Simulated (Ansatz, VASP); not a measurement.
# Two plane-wave programs on AlN

Contents of INCAR:

```
PREC = Accurate ; ENCUT = 600
EDIFF = 1E-7 ; ISMEAR = 0
SIGMA = 0.02 ; LREAL = False
LASPH = True ; NELM = 80
ALGO = Normal ; ISIF = 3
LWAVE = False ; LCHARG = False
GGA = PE ; IVDW = 12
IBRION = 2 ; NSW = 70
EDIFFG = -0.005
```

Contents of KPOINTS:

```
Automatic mesh
0
Gamma
  9 9 6
```

File POSCAR:

```
AlN
1.0
    3.1302455677      0.0000000000      0.0000000000
   -1.5651227838      2.7108721817      0.0000000000
    0.0000000000      0.0000000000      5.0179604231
Al N
2 2
Direct
    0.3333333333      0.6666666667     -0.0007713538
    0.6666666667      0.3333333333      0.4992286462
    0.3333333333      0.6666666667      0.3807713538
    0.6666666667      0.3333333333      0.8807713538
```

Input for Ansatz:

```yaml
crystal:
  lattice:
    - [3.1302455677, 0.0, 0.0]
    - [-1.5651227838, 2.7108721817, 0.0]
    - [0.0, 0.0, 5.0179604231]
  atoms:
    - { symbol: Al, position: [0.3333333333, 0.6666666667, -0.0007713538] }
    - { symbol: Al, position: [0.6666666667, 0.3333333333, 0.4992286462] }
    - { symbol: "N", position: [0.3333333333, 0.6666666667, 0.3807713538] }
    - { symbol: "N", position: [0.6666666667, 0.3333333333, 0.8807713538] }
basis:
  ecutwfc: 420
kpoints:
  mp_grid: { grid: [9, 9, 6] }
hamiltonian:
  xc: pbe
  dispersion: d3bj
scf:
  occupations: { method: gaussian, width: 0.02 }
output:
  forces: true
  stress: true
  eigenvalues: true
relax:
  adjacent_minimum: "off"
  f_tol: 0.005
  max_steps: 50
  cell: { stress_tol: 0.05 }
```

Alike in both runs: task relaxation of cell and atoms; functional PBE; dispersion D3(BJ); k mesh 9 × 9 × 6; occupations gaussian, width 0.02 eV; no spin polarisation.

```csv
,VASP,Ansatz
version,VASP 6.6.1,Ansatz 0.2.0
potentials or method,"VASP PAW PBE potentials, release 64 (Al, N)","scalar-relativistic, plane waves, PAW"
plane-wave cutoff (eV),600,420
valence electrons in the cell,16,16
```

VASP gave:

- gap on the k mesh at the Fermi level, each at its own relaxed structure (eV): 4.24
- relaxed volume (Å³/atom): 10.40
- relaxed cell length with the largest relative difference (Å): 3.107
- energy change over the relaxation (meV/atom): -3

Question: Which values does Ansatz return?

Answer: gap on the k mesh at the Fermi level, each at its own relaxed structure (eV): 4.21; relaxed volume (Å³/atom): 10.42; relaxed cell length with the largest relative difference (Å): 3.109; energy change over the relaxation (meV/atom): -3.

Caveats: an odd mesh through Γ misses points on the zone boundary, where band edges often lie.
